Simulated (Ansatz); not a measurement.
# Ca at several levels of theory

One geometry, relaxed with PBE, and single points on it; plane waves with PAW potentials in Ansatz, scalar-relativistic unless the row names spin-orbit coupling. No spin polarisation. Meshes are on the primitive cell of 1 atom. Gaps are the least over mesh and band path; pressure is positive in compression. Smearing is Gaussian, 0.10 eV.

```cif
data_structure
_symmetry_space_group_name_H-M 'Im-3m'
_symmetry_Int_Tables_number 229
_cell_length_a 4.3810
_cell_length_b 4.3810
_cell_length_c 4.3810
_cell_angle_alpha 90.000
_cell_angle_beta 90.000
_cell_angle_gamma 90.000
_cell_volume 84.08
loop_
_atom_site_label
_atom_site_type_symbol
_atom_site_symmetry_multiplicity
_atom_site_Wyckoff_symbol
_atom_site_fract_x
_atom_site_fract_y
_atom_site_fract_z
_atom_site_occupancy
Ca1 Ca 2 a 0.00000 0.00000 0.00000 1
```

```
level cutoff (eV) k mesh gap (eV) pressure (GPa) rough cost with bands (core-min)
  PBE          420  14×14×14         0             0.0                              0.15
```

Task: What do r2SCAN, PBEsol give on the same cell?

Result:
```
 level cutoff (eV) k mesh gap (eV) pressure (GPa) rough cost with bands (core-min)
r2SCAN          500  14×14×14         0             0.6                               0.7
PBEsol          420  14×14×14         0            -0.6                              0.15
```

This bcc form isn't the element's structure at ambient conditions.